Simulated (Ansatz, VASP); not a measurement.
# Si54C54O (start site: O_i (void)) in two plane-wave programs, part 2 of 2

One calculation is typed for both programs; each brings its own data sets. How far apart do they land? Of the first pair: The structure shown is the start of the Ansatz relaxation below; VASP solves that cell, so the two are compared at the walk's first step.

VASP 6.6.1 and Ansatz 0.2.0.

So far. Step 3 (VASP: single point, r2SCAN, start cell, pair 1): The run ends at a pressure of 5.68 GPa, with forces up to 5.1 eV/Å.

## Step 4: Comparison

Known differences besides the potentials themselves: VASP keeps PBE cores, Ansatz makes them for the functional; fixed occupations in Ansatz, narrow Gaussian smearing in VASP; the cutoff is 500 eV in Ansatz and 580 eV in VASP (PREC = Accurate, projectors in real space). Total energies have different zeros and are not compared.

Forces on 9 of the 109 atoms, those with the largest forces and the largest differences (eV/Å; atoms numbered as in POSCAR):

| atom | Ansatz x, y, z | VASP x, y, z |
| --- | --- | --- |
| Si5 | 1.031, 3.484, -2.218 | 1.027, 3.457, -2.204 |
| Si11 | 1.746, -1.584, -1.035 | 1.721, -1.567, -1.024 |
| Si29 | -2.218, -0.767, -1.192 | -2.183, -0.753, -1.173 |
| C56 | -0.885, -3.244, -1.179 | -0.881, -3.233, -1.178 |
| C62 | -2.232, 1.804, -2.538 | -2.226, 1.798, -2.528 |
| C65 | 1.392, 1.625, 3.168 | 1.391, 1.619, 3.160 |
| C80 | 3.774, 2.037, -2.680 | 3.772, 2.032, -2.675 |
| C95 | -1.828, -0.542, 2.503 | -1.824, -0.539, 2.497 |
| O109 | -0.843, -0.103, 5.054 | -0.855, -0.117, 5.006 |

The forces differ by 7.0 meV/Å r.m.s., which is 0.6 % of the r.m.s. force of 1.157 eV/Å (both taken over all components). The cell carries a charge of -2 e against a uniform background, so its pressure also hangs on how the neutralising background is counted, and in a defect's cell a gap may be the spacing between its levels.

## Step 5: Ansatz: relaxation, r2SCAN

This run makes the geometry at which the two programs are then compared.

The structure compared here is the end of the Ansatz relaxation.

This is the run of step 2 again, met here at its other cell.

## Step 6: VASP: single point, r2SCAN, relaxed atoms in a fixed cell, pair 2

The same cell, functional and mesh now go to VASP, with its own data sets.

Contents of INCAR:

```
SYSTEM = Si54C54O
PREC = Accurate
ENCUT = 580
EDIFF = 1E-06
NELM = 120
ISMEAR = 0
SIGMA = 0.01
LREAL = Auto
ALGO = Normal
METAGGA = R2SCAN
LASPH = .TRUE.
NELECT = 440
NBANDS = 296
LORBIT = 11
LWAVE = .FALSE.
LCHARG = .FALSE.
ISIF = 2
ISYM = 0
GGA_COMPAT = .FALSE.
EFERMI = MIDGAP
LMIXTAU = .TRUE.
NCORE = 2
```

Contents of POSCAR:

```
Si54C54O
1.0
    9.2359949308     -0.0000000029      0.0000000000
   -4.6179974629      7.9986062407      0.0000000000
    0.0000000000      0.0000000000     15.1078644000
Si C O
54 54 1
Direct
    0.1116343626      0.2217536405      0.8322773658
    0.2214169930      0.1119835205      0.3328622268
    0.2238227519      0.1095110365      0.6676546620
    0.1111819876      0.2222466505      0.1665406070
    0.0077805824      0.0165041751      0.4984228455
[... 2 atom lines left out ...]
    0.2213759014      0.4438101019      0.3329659099
    0.2237220574      0.4475489739      0.6676603910
[... 1 atom line left out ...]
    0.0075348154      0.3260022287      0.4987059348
[... 2 atom lines left out ...]
    0.2217366628      0.7780980191      0.3338598496
[... 2 atom lines left out ...]
    0.9979463374      0.6663517032      0.4998795867
[... 2 atom lines left out ...]
    0.5553672425      0.1117082903      0.3338671307
[... 2 atom lines left out ...]
    0.3340636587      0.9994057297      0.5013189749
[... 2 atom lines left out ...]
    0.5580048378      0.4462345389      0.3311200083
    0.5551752870      0.4442285995      0.6646282482
[... 1 atom line left out ...]
    0.3169433455      0.3257194398      0.4984261369
[... 2 atom lines left out ...]
    0.5553338934      0.7781088853      0.3339179438
[... 2 atom lines left out ...]
    0.3338688461      0.6689469352      0.5014294781
[... 2 atom lines left out ...]
    0.8896555528      0.1120955541      0.3329715556
    0.8858149558      0.1096268287      0.6676812121
[... 1 atom line left out ...]
    0.6645485343      0.9996014299      0.5014294415
[... 2 atom lines left out ...]
    0.8871171821      0.4463459536      0.3312175154
    0.8890240058      0.4443165653      0.6646139154
[... 1 atom line left out ...]
    0.6670988825      0.3355086224      0.4998843734
[... 2 atom lines left out ...]
    0.8871940399      0.7754426836      0.3311365786
    0.8891057980      0.7781537361      0.6646276800
[... 1 atom line left out ...]
    0.6672432022      0.6662104875      0.4999319536
[... 2 atom lines left out ...]
    0.9949371364      0.9917021871      0.3696727785
    0.1113903610      0.2219605502      0.7084920269
    0.2224337963      0.1109840021      0.2068520605
    0.2301081316      0.1034048477      0.5479440314
[... 2 atom lines left out ...]
    0.9951455721      0.3382731222      0.3699719428
[... 1 atom line left out ...]
    0.2224091052      0.4453276720      0.2069544072
    0.2302797315      0.4612073631      0.5483030991
[... 2 atom lines left out ...]
    0.9988636348      0.6670834974      0.3735137924
[... 5 atom lines left out ...]
    0.3329123256      0.0005754467      0.3746782818
[... 5 atom lines left out ...]
    0.3417197084      0.3385508684      0.3696686055
[... 2 atom lines left out ...]
    0.5526214444      0.4432543787      0.5406550695
[... 2 atom lines left out ...]
    0.3328197858      0.6673669529      0.3747460030
[... 5 atom lines left out ...]
    0.6661170818      0.0006363740      0.3747455586
[... 1 atom line left out ...]
    0.8880987293      0.1110655003      0.2069482153
    0.8723685771      0.1032309479      0.5482986665
[... 2 atom lines left out ...]
    0.6663916043      0.3346013018      0.3735166365
[... 2 atom lines left out ...]
    0.8897194129      0.4437316531      0.5405923818
[... 2 atom lines left out ...]
    0.6665100822      0.6669331316      0.3734958117
[... 2 atom lines left out ...]
    0.8902139147      0.7808256149      0.5406473260
[... 1 atom line left out ...]
    0.1107383119      0.2228063657      0.4647887655
```

Contents of KPOINTS:

```
Points of the shifted mesh
1
Reciprocal
 0.2500000000  0.2500000000  0.2500000000 1
```

Potentials, in the order of the species: Si, C and O (PBE family, release 64).

Run with:

```sh
$ mpirun -np 8 vasp_std
```

Numbers of over 12 decimals in the logs are rounded to 6 here.

The program printed:

```text
[banner, memory and clock lines left out]
running    8 mpi-ranks, on    1 nodes
[...]
[... a notice as in an earlier step ...]

 LDA part: xc-table for (None), standard interpolation
 POSCAR, INCAR and KPOINTS ok, starting setup
[...]
entering main loop
       N       E                     dE             d eps       ncg     rms          rms(c)
DAV:   1     0.131323300031E+04    0.13132E+04   -0.22324E+05   592   0.152E+03
DAV:   2    -0.102800973245E+04   -0.23412E+04   -0.22190E+04   728   0.261E+02
DAV:   3    -0.119601477005E+04   -0.16801E+03   -0.16632E+03   720   0.651E+01
DAV:   4    -0.119989299498E+04   -0.38782E+01   -0.38593E+01   720   0.107E+01
DAV:   5    -0.119999773972E+04   -0.10474E+00   -0.10455E+00   712   0.167E+00BRMIX: very serious problems
 the old and the new charge density differ
 old charge density:   438.00000 new  440.00000
    0.684E+01
DAV:   6    -0.109250002854E+04    0.10750E+03   -0.30312E+02   688   0.244E+01    0.382E+01
DAV:   7    -0.103465451930E+04    0.57846E+02   -0.24706E+01   704   0.986E+00    0.153E+01
DAV:   8    -0.108741482773E+04   -0.52760E+02   -0.14793E+01   624   0.832E+00    0.105E+01
DAV:   9    -0.105592165014E+04    0.31493E+02   -0.49896E+00   640   0.484E+00    0.476E+00
[...]
DAV:  32    -0.103289845459E+04   -0.25864E-05   -0.42238E-06   544   0.396E-03    0.127E-02
DAV:  33    -0.103289845657E+04   -0.19811E-05   -0.19957E-06   376   0.279E-03    0.732E-03
DAV:  34    -0.103289845722E+04   -0.64887E-06   -0.14229E-06   360   0.218E-03
   1 F= -.10328985E+04 E0= -.10328985E+04  d E =0.000000E+00
```

OUTCAR, selected parts (step 6):

```text
  FREE ENERGIE OF THE ION-ELECTRON SYSTEM (eV)
  ---------------------------------------------------
  free  energy   TOTEN  =     -1032.8984572162 eV

  energy  without entropy=    -1032.8984572162  energy(sigma->0) =    -1032.89845722
```

The run ends at a pressure of 4.75 GPa, with forces up to 0.045 eV/Å.

## Step 7: Differences

Compared:

| quantity | Ansatz | VASP | difference |
| --- | --- | --- | --- |
| gap on the k mesh (eV) | 2.255 | 2.250 | +0.005 |

The largest component of a force difference here is 46 meV/Å. A gap on the mesh is an upper bound, since the band edges may lie between its points. The cell carries a charge of -2 e against a uniform background, so its pressure also hangs on how the neutralising background is counted, and in a defect's cell a gap may be the spacing between its levels.

## Step 8: What came out

```yaml
r_m_s_force_difference_single_point_r2scan_start_cell_pair_1: 0.61 % of the r.m.s. force
difference_in_gap_on_the_k_mesh_single_point_r2scan_relaxed_atoms_in_a_fixed_cell_pair_2: 0.0047 eV
```

What this shows: The r.m.s. force difference is 0.61 % of the r.m.s. force (single point, r2SCAN, start cell, pair 1), within the 3 % picked in this series as the mark of a large difference. How closely two codes agree says nothing of how well the functional describes the real material.

[Lines on the potential files, build, host, timing and source positions are cut from VASP's logs without a mark.]

[Logs are printed without paths, hosts, clocks, repeated set-up lines and the standing remarks that a program may print on its own settings, such as how far it seeks lower states.]

[Hosts, paths, dates, database ids (printed as entryN), source tags and the programs' standing remarks are cut or masked in the printed files.]
